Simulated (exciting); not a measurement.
A run of exciting (release sodium) is set up as follows.

File input.xml:

```xml
<input>
  <title>Al</title>
  <structure speciespath="./" tshift="false">
    <crystal scale="1">
      <basevect>0.000000000000 3.826326905773 3.826326905773</basevect>
      <basevect>3.826326905773 0.000000000000 3.826326905773</basevect>
      <basevect>3.826326905773 3.826326905773 0.000000000000</basevect>
    </crystal>
    <species speciesfile="Al.xml" rmt="2">
      <atom coord="0.000000000000 0.000000000000 0.000000000000"/>
    </species>
  </structure>
  <groundstate do="fromscratch" ngridk="11 11 11" rgkmax="7.5" gmaxvr="14" lmaxapw="10" lmaxmat="10" lmaxvr="8" xctype="GGA_PBE" stype="Gaussian" swidth="0.00040424" nempty="8" ValenceRelativity="iora*" epsengy="1e-05" epspot="1e-05" maxscl="60" tforce="true" outputlevel="low"/>
  <properties>
    <chargedensityplot>
      <plot3d>
        <box grid="15 15 15">
          <origin coord="0 0 0"/>
          <point coord="1 0 0"/>
          <point coord="0 1 0"/>
          <point coord="0 0 1"/>
        </box>
      </plot3d>
    </chargedensityplot>
    <elfplot>
      <plot3d>
        <box grid="15 15 15">
          <origin coord="0 0 0"/>
          <point coord="1 0 0"/>
          <point coord="0 1 0"/>
          <point coord="0 0 1"/>
        </box>
      </plot3d>
    </elfplot>
    <exccplot>
      <plot3d>
        <box grid="15 15 15">
          <origin coord="0 0 0"/>
          <point coord="1 0 0"/>
          <point coord="0 1 0"/>
          <point coord="0 0 1"/>
        </box>
      </plot3d>
    </exccplot>
  </properties>
</input>
```

Potentials or basis: all-electron LAPW+lo, shipped species files, valence relativity iora*.

Run with:

```bash
$ OMP_NUM_THREADS=1 exciting_smp
```

**Question.** What does it give for the band gap on the k mesh?

**Answer.** None (metal or under the smearing width).
